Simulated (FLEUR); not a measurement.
**Cu: band structure with LDA (Wigner correlation)**

Cu:

```xyz
1
Lattice="0.0000 1.8075 1.8075 1.8075 0.0000 1.8075 1.8075 1.8075 0.0000" Properties=species:S:1:pos:R:3 pbc="T T T"
Cu    0.0000    0.0000    0.0000
```

```
Program                  : FLEUR MaX-R8.1 (later development tree)
Task                     : band structure
Functional               : LDA (Wigner correlation)
Potentials or basis      : all-electron
Basis                    : FLAPW
Kmax                     : 3.84 1/bohr
k mesh                   : 13 × 13 × 13
Occupations              : fermi-dirac, width 0.05 eV
Spin                     : no spin polarisation
Gmax                     : 11.9 1/bohr
Muffin-tin radii         : Cu 2.24 bohr
lmax                     : Cu 9
Local orbitals a species : Cu 5
Max iterations           : 60
Mixing factor            : 0.05
Mixer                    : Anderson
Mixer history            : 15
Density convergence      : 1e-05 me/bohr^3
```

- Band gap along the path: none (metal or under the smearing width)
- Valence electrons inside the program's atomic spheres: Cu 17.92 (radii Cu 2.24 bohr)

Levels at the corners of the path, in eV from the Fermi level:
```
point  band 7  band 8  band 9  band 10  band 11  band 12
    Γ   -3.15   -3.15   -2.29    -2.29    22.45    24.88
    X   -1.73   -1.57   -1.57     1.19     6.89    12.71
    W   -3.69   -2.34   -1.57     5.95     5.95     8.15
    K   -2.91   -2.16   -1.77     4.08     5.49     7.57
    Γ   -3.15   -3.15   -2.29    -2.29    22.45    24.88
    L   -3.18   -1.71   -1.71    -1.28     3.53    20.95
    U   -2.91   -2.16   -1.77     4.08     5.49     7.57
    W   -3.69   -2.34   -1.57     5.95     5.95     8.15
    L   -3.18   -1.71   -1.71    -1.28     3.53    20.95
    K   -2.91   -2.16   -1.77     4.08     5.49     7.57
    U   -2.91   -2.16   -1.77     4.08     5.49     7.57
    X   -1.73   -1.57   -1.57     1.19     6.89    12.71
```

Core levels (eV from the Fermi level):
```
atom                                                    levels
1 Cu  1s1/2 -8828.0, 2s1/2 -1057.9, 2p1/2 -927.5, 2p3/2 -907.1
```

Wall time 6.5 s on 1 thread of Arm Neoverse V1 (shared host), peak memory 0.04 GiB.
